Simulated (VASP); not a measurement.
A run of VASP 6.6.1 is set up as follows.

File INCAR:

```
PREC     = Accurate       # precision mode
ENCUT    = 600            # plane-wave cutoff, eV
EDIFF    = 1E-6           # SCF threshold, eV
ISMEAR   = 1              # smearing method
SIGMA    = 0.1            # smearing width, eV
LREAL    = F              # projectors in reciprocal space
LASPH    = T              # aspherical terms in the spheres
NELM     = 80             # most SCF steps
ALGO     = Normal         # electronic algorithm
ISIF     = 3              # what is computed and relaxed
LWAVE    = F              # write WAVECAR
LCHARG   = F              # write CHGCAR
GGA      = PS             # functional
IBRION   = 2              # ionic algorithm
NSW      = 90             # ionic steps
EDIFFG   = -0.01          # ionic threshold
KPAR     = 2
```

KPOINTS

```
regular mesh
0
Gamma
  16 16 16
```

POSCAR

```
Ta
1.0
   -1.6512800000      1.6512800000      1.6512800000
    1.6512800000     -1.6512800000      1.6512800000
    1.6512800000      1.6512800000     -1.6512800000
Ta
1
Direct
    0.0000000000      0.0000000000      0.0000000000
```

Potentials or basis: VASP PAW PBE potentials, release 64 (Ta_pv).

Run with:

```console
$ cat potpaw_PBE.64/Ta_pv/POTCAR > POTCAR
$ mpirun -np 2 vasp_std > vasp.out
```

(1) Predict the space group after relaxing (to 0.05 Å).

(2) What does it give for the band gap on the k mesh?

Answers

(1) Im-3m (No. 229).

(2) none (metal or under the smearing width).
